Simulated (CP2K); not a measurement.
Runs of CP2K 2026.2 on BaZrO3. Symmetry: Pm-3m, No. 221, cubic system. Conventional cell: a = 4.191 Å, b = 4.191 Å, c = 4.191 Å, α = 90.00°, β = 90.00°, γ = 90.00°. Ba (site symmetry m-3m) has 12 O at 2.96 Å as nearest neighbours. Zr (site symmetry m-3m) is surrounded by 6 O at 2.10 Å. Around O (site symmetry 4/mmm) lie 2 Zr at 2.10 Å. 

```csv
potentials or basis,pressure (GPa)
"GTH_POTENTIALS Ba GTH-PBE-q10, Zr GTH-PBE-q12, O GTH-PBE-q6; DZVP-MOLOPT-SR-GTH basis",(b)
"GTH_POTENTIALS Ba GTH-PBE-q10, Zr GTH-PBE-q12, O GTH-PBE-q6; TZVP-MOLOPT-SR-GTH, TZVP-MOLOPT-GTH basis",5.0
"POTENTIAL_UZH Ba GTH-PBE-q10, Zr GTH-PBE-q12, O GTH-PBE-q6; ccGRB-D basis",7.9
"POTENTIAL_UZH Ba GTH-PBE-q10, Zr GTH-PBE-q12, O GTH-PBE-q6; TZVP-MOLOPT-PBE-GTH basis",5.9
"POTENTIAL_UZH Ba GTH-PBE-q10, Zr GTH-PBE-q12, O GTH-PBE-q6; TZV2P-MOLOPT-PBE-GTH basis",(a)
```

Alike in all rows: task band structure; level PBE; no spin polarisation; cell as given; k mesh 6 × 6 × 6; smearing fermi-dirac 0.05 eV.

**Question.** Estimate the missing entries.

**Answer.** (a) 5.7; (b) 5.1.

Caveats: the basis of atomic orbitals isn't converged, which shifts pressures, moduli and gaps.
